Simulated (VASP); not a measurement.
# TiPt3 (Pm-3m) in VASP: further runs, part 2 of 2

VASP 6.6.1. Earlier steps stand in the parts before.

**4. Relaxation of cell and atoms, RPBE**

This run uses another cell than the first one, of 15.64 Å³/atom, 1.034 times its volume.

Contents of INCAR:

```
ALGO = Normal
EDIFF = 1E-7
EDIFFG = -0.005
ENCUT = 600
GGA = RP
IBRION = 2
ISIF = 3
ISMEAR = 1
LASPH = True
LCHARG = False
LREAL = False
LWAVE = False
NELM = 80
NSW = 90
PREC = Accurate
SIGMA = 0.1
```

Contents of KPOINTS:

```
k-points
0
Gamma
  10 10 10
```

Contents of POSCAR:

```
TiPt3                                   
1.0
    3.9697452412     -0.0000000000     -0.0000000000
   -0.0000000000      3.9697452412     -0.0000000000
    0.0000000000      0.0000000000      3.9697452412
  Ti              Pt            
     1     3
Direct
     0.0000000000000000    0.0000000000000000    0.0000000000000000
     0.0000000000000000    0.5000000000000000    0.5000000000000000
     0.5000000000000000    0.0000000000000000    0.5000000000000000
     0.5000000000000000    0.5000000000000000    0.0000000000000000
```

Potentials or basis: VASP PAW PBE potentials, release 64 (Ti_sv, Pt).

Launch:

```sh
$ cat potpaw_PBE.64/Ti_sv/POTCAR potpaw_PBE.64/Pt/POTCAR > POTCAR
$ mpirun -np 1 vasp_std > vasp.out
```

OUTCAR:

```text
EDIFF = 1E-7
   EDIFFG = -0.005
   ENCUT = 600
   GGA = RP
   IBRION = 2
   ISIF = 3
   ISMEAR = 1
   LASPH = True
   LREAL = False
   NELM = 80
   NSW = 90
   PREC = Accurate

 ion  position               nearest neighbor table
   1  0.000  0.000  0.000-   2 2.81   3 2.81   4 2.81   2 2.81   3 2.81   2 2.81   4 2.81   2 2.81
                             3 2.81   4 2.81   3 2.81   4 2.81
   2  0.000  0.500  0.500-   1 2.81   3 2.81   4 2.81   1 2.81   4 2.81   1 2.81   3 2.81   1 2.81
                             3 2.81   4 2.81   4 2.81   3 2.81
   3  0.500  0.000  0.500-   1 2.81   2 2.81   4 2.81   1 2.81   4 2.81   2 2.81   4 2.81   4 2.81
                             1 2.81   2 2.81   1 2.81   2 2.81
   4  0.500  0.500  0.000-   1 2.81   2 2.81   3 2.81   2 2.81   3 2.81   1 2.81   3 2.81   3 2.81
                             1 2.81   2 2.81   2 2.81   1 2.81

  LATTYP: Found a simple cubic cell.
 ALAT       =     3.9697452412

  Lattice vectors:

 A1 = (   3.9697452412,   0.0000000000,   0.0000000000)
 A2 = (   0.0000000000,   3.9697452412,   0.0000000000)
 A3 = (   0.0000000000,   0.0000000000,   3.9697452412)

Analysis of symmetry for initial positions (statically):
=====================================================================
 Subroutine PRICEL returns:
 Original cell was already a primitive cell.

 Routine SETGRP: Setting up the symmetry group for a
 simple cubic supercell.

 Subroutine GETGRP returns: Found 48 space group operations
 (whereof 48 operations were pure point group operations)
 out of a pool of 48 trial point group operations.

The static configuration has the point symmetry O_h .

Analysis of symmetry for dynamics (positions and initial velocities):
=====================================================================
 Subroutine PRICEL returns:
 Original cell was already a primitive cell.

 Routine SETGRP: Setting up the symmetry group for a
 simple cubic supercell.

 Subroutine GETGRP returns: Found 48 space group operations
 (whereof 48 operations were pure point group operations)
[... 130 lines left out ...]
   LORBIT       =      0    0 simple, 1 ext, 2 COOP (PROOUT), +10 PAW based schemes
   GGA     = RP    functional components
   LHFCALC =     F    Hartree Fock is set to
   AEXX    =    0.0000 exact exchange contribution
   IVDW    =     0    specifies the selected vdW correction
   LEPSILON=     F    determine dielectric tensor
   LRPA    =     F    only Hartree local field effects (RPA)
 conjugate gradient relaxation of ions
 non-spin polarized calculation
 Methfessel and Paxton  Order N= 1 SIGMA  =   0.10
  energy-cutoff  :      600.00
  volume of cell :       62.56
 maximum number of plane-waves:      2176
 NGX is ok and might be reduce to    32
   NGX = 15   NGY = 15   NGZ = 15

 number of electron      41.9999995 magnetization

 Free energy of the ion-electron system (eV)
  ---------------------------------------------------
  ext. energy  EPLUGINS =         0.00000000
  ---------------------------------------------------
  free energy    TOTEN  =       -27.18939208 eV

  energy without entropy =      -27.18925160  energy(sigma->0) =      -27.18934525

 E-fermi :  10.9968     XC(G=0): -12.8890

 val. band max:       10.9859659978   @ k =   0.5000   0.0000   0.0000
 cond. band min:      11.0435798569   @ k =   0.4000   0.1000   0.1000
 fundamental gap:      0.0576138591
 Fermi energy:        10.9967830236

 k-point     1 :       0.0000    0.0000    0.0000
  band No.  band energies     occupation
      1     -47.4363      2.00000
      2     -23.5655      2.00000
      3     -23.5655      2.00000
      4     -23.5655      2.00000
      5       1.3199      2.00000
      6       4.1376      2.00000
[... 661 lines left out ...]
     24      11.9117     -0.00000
     25      12.0561     -0.00000

 [... further k-points ...]

------------------------ aborting loop because EDIFF is reached ----------------------------------------

  FORCE on cell =-STRESS in cart. coord.  units (eV):
  Direction    XX          YY          ZZ          XY          YZ          ZX
  --------------------------------------------------------------------------------------
  -------------------------------------------------------------------------------------
  Total       -0.0104019     -0.0104019     -0.0104019      0.0000000      0.0000000     -0.0000000
  in kB       -0.2664013     -0.2664013     -0.2664013      0.0000000      0.0000000     -0.0000000
  external PRESSURE =      -0.2664013 kB  Pullay stress =       0.0000000 kB

 VOLUME and BASIS-vectors are now :
 -----------------------------------------------------------------------------
  energy-cutoff  :      600.00
  volume of cell :       62.56
      direct lattice vectors                 reciprocal lattice vectors
     3.969745241  0.000000000  0.000000000     0.251905334  0.000000000  0.000000000
     0.000000000  3.969745241  0.000000000     0.000000000  0.251905334  0.000000000
     0.000000000  0.000000000  3.969745241     0.000000000  0.000000000  0.251905334

 POSITION                                       TOTAL-FORCE (eV/Angst)
 -----------------------------------------------------------------------------------
      0.00000      0.00000      0.00000         0.000000      0.000000      0.000000
      0.00000      1.98487      1.98487         0.000000      0.000000      0.000000
      1.98487      0.00000      1.98487         0.000000      0.000000      0.000000
      1.98487      1.98487      0.00000         0.000000      0.000000      0.000000
 -----------------------------------------------------------------------------------
    total drift:                                0.000000     -0.000000     -0.000000

  FREE ENERGIE OF THE ION-ELECTRON SYSTEM (eV)
  ---------------------------------------------------
  free  energy   TOTEN  =       -27.1893920761 eV

  energy  without entropy=      -27.1892515983  energy(sigma->0) =      -27.18934525

 reached required accuracy - stopping structural energy minimisation
```

OSZICAR:

```text
N       E                     dE             d eps       ncg     rms          rms(c)
DAV:   1     0.407836379150E+03    0.40784E+03   -0.23372E+04  2800   0.201E+03
DAV:   2     0.650929234003E+01   -0.40133E+03   -0.39411E+03  2974   0.475E+02
DAV:   3    -0.291403637043E+02   -0.35650E+02   -0.34135E+02  4248   0.115E+02
DAV:   4    -0.303004742465E+02   -0.11601E+01   -0.11555E+01  3326   0.224E+01
DAV:   5    -0.303376646287E+02   -0.37190E-01   -0.37150E-01  4119   0.391E+00    0.195E+01
DAV:   6    -0.290378514216E+02    0.12998E+01   -0.28425E+01  4034   0.343E+01    0.164E+01
DAV:   7    -0.280272455047E+02    0.10106E+01   -0.37157E+01  4148   0.360E+01    0.957E+00
DAV:   8    -0.273421946233E+02    0.68505E+00   -0.17255E+00  3945   0.983E+00    0.439E+00
DAV:   9    -0.272248158623E+02    0.11738E+00   -0.18578E+00  4215   0.741E+00    0.197E+00
DAV:  10    -0.271901865773E+02    0.34629E-01   -0.20600E-01  4025   0.312E+00    0.465E-01
DAV:  11    -0.271915645582E+02   -0.13780E-02   -0.25009E-03  3466   0.401E-01    0.475E-01
DAV:  12    -0.271894022956E+02    0.21623E-02   -0.14389E-02  4164   0.704E-01    0.558E-02
DAV:  13    -0.271893922076E+02    0.10088E-04   -0.28614E-04  3564   0.121E-01    0.135E-02
DAV:  14    -0.271893926330E+02   -0.42544E-06   -0.36418E-05  3903   0.413E-02    0.172E-02
DAV:  15    -0.271893917044E+02    0.92858E-06   -0.15006E-05  3984   0.293E-02    0.279E-03
DAV:  16    -0.271893919373E+02   -0.23288E-06   -0.32836E-07  2986   0.468E-03    0.160E-03
DAV:  17    -0.271893921157E+02   -0.17845E-06   -0.10032E-07  1954   0.281E-03    0.561E-04
DAV:  18    -0.271893920761E+02    0.39625E-07   -0.20615E-08  1530   0.135E-03
   1 F= -.27189392E+02 E0= -.27189345E+02  d E =-.271894E+02
```

CONTCAR:

```text
TiPt3
   1.00000000000000
     3.9697452412000001    0.0000000000000000    0.0000000000000000
     0.0000000000000000    3.9697452412000001    0.0000000000000000
     0.0000000000000000    0.0000000000000000    3.9697452412000001
  Ti              Pt
     1     3
Direct
     0.0000000000000000    0.0000000000000000    0.0000000000000000
     0.0000000000000000    0.5000000000000000    0.5000000000000000
     0.5000000000000000    0.0000000000000000    0.5000000000000000
     0.5000000000000000    0.5000000000000000    0.0000000000000000

  0.00000000E+00  0.00000000E+00  0.00000000E+00
  0.00000000E+00  0.00000000E+00  0.00000000E+00
  0.00000000E+00  0.00000000E+00  0.00000000E+00
  0.00000000E+00  0.00000000E+00  0.00000000E+00
```

Wall time 2.6 min (1 thread of AMD EPYC 7R43 (Zen 3), shared host); peak memory 0.2 GiB.

Results:

```
Free energy             : -27.1894 eV
Pressure after relaxing : 0.0 GPa
Band gap on the k mesh  : none (metal or under the smearing width)
```

Final structure:
```
Ti Pt
1.0
     3.96975    0.00000    0.00000
     0.00000    3.96975    0.00000
     0.00000    0.00000    3.96975
Ti Pt
1 3
Direct
  0.00000 0.00000 0.00000
  0.00000 0.50000 0.50000
  0.50000 0.00000 0.50000
  0.50000 0.50000 0.00000
```

Levels at points of the mesh, in eV from the Fermi level:
| k point | band 18 | band 19 | band 20 | band 21 | band 22 | band 23 | band 24 | band 25 |
| --- | --- | --- | --- | --- | --- | --- | --- | --- |
| (0.00, 0.00, 0.00) | -0.01 | -0.01 | -0.01 | 1.26 | 1.26 | 1.62 | 1.62 | 1.62 |
| (0.50, 0.00, 0.00) | -2.50 | -2.44 | -1.32 | -0.19 | -0.19 | -0.01 | 0.45 | 0.70 |
| (0.50, 0.50, 0.00) | -2.90 | -2.24 | -2.17 | -2.10 | 0.19 | 0.19 | 0.36 | 1.35 |
| (0.50, 0.50, 0.50) | -0.58 | -0.58 | -0.58 | -0.47 | -0.47 | -0.47 | 1.07 | 1.07 |

Caveat: the relaxation stopped at its first step, so nothing moved; the PAW data sets were made with another functional, which shifts forces and pressure a little. The run has no spin-orbit coupling, so splittings on Pt are missing.

**5. Relaxation of cell and atoms, PBE**

This run uses another cell than the first one, of 14.80 Å³/atom, 0.978 times its volume.

Contents of INCAR:

```
PREC     = Accurate       # precision mode
ENCUT    = 300            # plane-wave cutoff, eV
EDIFF    = 1E-6           # SCF threshold, eV
ISMEAR   = 1              # smearing method
SIGMA    = 0.1            # smearing width, eV
LREAL    = False          # projectors in reciprocal space
LASPH    = True           # aspherical terms in the spheres
NELM     = 80             # most SCF steps
ALGO     = Normal         # electronic algorithm
ISIF     = 3              # what is computed and relaxed
LWAVE    = False          # write WAVECAR
LCHARG   = False          # write CHGCAR
GGA      = PE             # functional
IBRION   = 2              # ionic algorithm
NSW      = 90             # ionic steps
EDIFFG   = -0.01          # ionic threshold
```

Contents of KPOINTS:

```
Automatic mesh
0
Gamma
  5 5 5
```

Contents of POSCAR:

```
TiPt3
1.0
    3.8970000000      0.0000000000      0.0000000000
    0.0000000000      3.8970000000      0.0000000000
    0.0000000000      0.0000000000      3.8970000000
Ti Pt
1 3
Direct
    0.0000000000      0.0000000000      0.0000000000
    0.0000000000      0.5000000000      0.5000000000
    0.5000000000      0.0000000000      0.5000000000
    0.5000000000      0.5000000000      0.0000000000
```

Potentials or basis: VASP PAW PBE potentials, release 64 (Ti, Pt).

Launch:

```sh
$ cat potpaw_PBE.64/Ti/POTCAR potpaw_PBE.64/Pt/POTCAR > POTCAR
$ mpirun -np 1 vasp_std > vasp.out
```

Run time: 46 s. Hardware: 1 thread of Intel Xeon 6975P-C (Granite Rapids), shared host; peak memory 0.13 GiB.

The run converged. Its results:

* Free energy: -29.3906 eV
* Relaxed volume: 15.28 Å³/atom
* Relaxed cell: a = 3.939 Å, b = 3.939 Å, c = 3.939 Å, α = 90.00°, β = 90.00°, γ = 90.00°
* Space group after relaxing (to 0.05 Å): Pm-3m (No. 221)
* Energy gained by relaxing: 12.0 meV/atom
* Ionic steps: 8
* Pressure after relaxing: 0.0 GPa
* Band gap on the k mesh: none (metal or under the smearing width)

The path:
| step | energy change (eV) | largest force (eV/Å) | pressure (GPa) | volume (Å³) |
| --- | --- | --- | --- | --- |
| 1 | 0.0000 | 0.0000 | 8.18 | 59.18 |
| 2 | 0.2473 | 0.0000 | -14.58 | 65.89 |
| 3 | -0.0460 | 0.0000 | 1.06 | 60.75 |
| 4 | -0.0478 | 0.0000 | 0.39 | 61.07 |
| 5 | -0.0476 | 0.0000 | -0.52 | 61.24 |
| 6 | -0.0478 | 0.0000 | -0.15 | 61.14 |
| 7 | -0.0478 | 0.0000 | 0.28 | 61.03 |
| 8 | -0.0478 | 0.0000 | 0.01 | 61.11 |

Final structure:
```
Ti Pt
1.0
     3.93880    0.00000    0.00000
     0.00000    3.93880    0.00000
     0.00000    0.00000    3.93880
Ti Pt
1 3
Cartesian
  0.0000 0.0000 0.0000
  0.0000 1.9694 1.9694
  1.9694 0.0000 1.9694
  1.9694 1.9694 0.0000
```

Levels at points of the mesh, in eV from the Fermi level:
| k point | band 13 | band 14 | band 15 | band 16 | band 17 | band 18 | band 19 | band 20 | band 21 |
| --- | --- | --- | --- | --- | --- | --- | --- | --- | --- |
| (0.00, 0.00, 0.00) | -0.53 | 0.01 | 0.01 | 0.01 | 1.29 | 1.29 | 1.58 | 1.58 | 1.58 |

**6. Relaxation of cell and atoms, PBE**

This run uses another cell than the first one, of 15.28 Å³/atom, 1.010 times its volume.

INCAR, as its differences from that of step 5:

```diff
@@ -2,3 +2,3 @@
 ENCUT    = 300            # plane-wave cutoff, eV
-EDIFF    = 1E-6           # SCF threshold, eV
+EDIFF    = 1E-7           # SCF threshold, eV
 ISMEAR   = 1              # smearing method
@@ -15,2 +15,2 @@
 NSW      = 90             # ionic steps
-EDIFFG   = -0.01          # ionic threshold
+EDIFFG   = -0.005         # ionic threshold
```

KPOINTS is that of step 5.

Contents of POSCAR:

```
TiPt3                                   
1.0
    3.9387962278      0.0000000000      0.0000000000
   -0.0000000000      3.9387962278     -0.0000000000
   -0.0000000000     -0.0000000000      3.9387962278
  Ti              Pt            
     1     3
Direct
     0.0000000000000000    0.0000000000000000    0.0000000000000000
     0.0000000000000000    0.5000000000000000    0.5000000000000000
     0.5000000000000000    0.0000000000000000    0.5000000000000000
     0.5000000000000000    0.5000000000000000    0.0000000000000000
```

Potentials or basis: VASP PAW PBE potentials, release 64 (Ti, Pt).

Launch:

```sh
$ cat potpaw_PBE.64/Ti/POTCAR potpaw_PBE.64/Pt/POTCAR > POTCAR
$ mpirun -np 1 vasp_std > vasp.out
```

Run time: 21 s. Hardware: 1 thread of Intel Xeon 6975P-C (Granite Rapids), shared host; peak memory 0.13 GiB.

It converged, with:

| Quantity | Value |
| --- | --- |
| Free energy | -29.3973 eV |
| Relaxed volume | 15.27 Å³/atom |
| Relaxed cell | a = 3.938 Å, b = 3.938 Å, c = 3.938 Å, α = 90.00°, β = 90.00°, γ = 90.00° |
| Space group after relaxing (to 0.05 Å) | Pm-3m (No. 221) |
| Energy gained by relaxing | 0.0 meV/atom |
| Ionic steps | 3 |
| Pressure after relaxing | 0.0 GPa |
| Band gap on the k mesh | none (metal or under the smearing width) |

Final structure:
```
CELL_PARAMETERS angstrom
3.93822 0.00000 0.00000
0.00000 3.93822 0.00000
0.00000 0.00000 3.93822
ATOMIC_POSITIONS crystal
Ti 0.00000 0.00000 0.00000
Pt 0.00000 0.50000 0.50000
Pt 0.50000 0.00000 0.50000
Pt 0.50000 0.50000 0.00000
```

Levels at points of the mesh, in eV from the Fermi level:
```csv
k point,band 15,band 16,band 17,band 18,band 19,band 20
"(0.00, 0.00, 0.00)",0.01,0.01,1.29,1.29,1.58,1.58
```

**7. Summary**

| level | potentials or basis | k mesh | cutoff (eV) | gap on the mesh (eV) | pressure (GPa) | relaxed volume (Å³/atom) |
| --- | --- | --- | --- | --- | --- | --- |
| r2SCAN | VASP PAW PBE potentials, release 64 (Ti_sv, Pt) | 10 × 10 × 10 | 600 | none | 0.0 | 15.11 |
| RPBE | VASP PAW PBE potentials, release 64 (Ti_sv, Pt) | 10 × 10 × 10 | 600 | none | 0.0 | - |
| PBE | VASP PAW PBE potentials, release 64 (Ti, Pt) | 5 × 5 × 5 | 300 | none | 0.0 | 15.27 |

Alike in all rows: task relaxation of cell and atoms; no spin polarisation; cell relaxed; smearing methfessel-paxton 0.1 eV.

Caveats: the PAW data sets were made with another functional, which shifts forces and pressure a little (some runs); the relaxation stopped at its first step, so nothing moved (some runs).

Absolute energies hang on the potentials; compare differences alone.
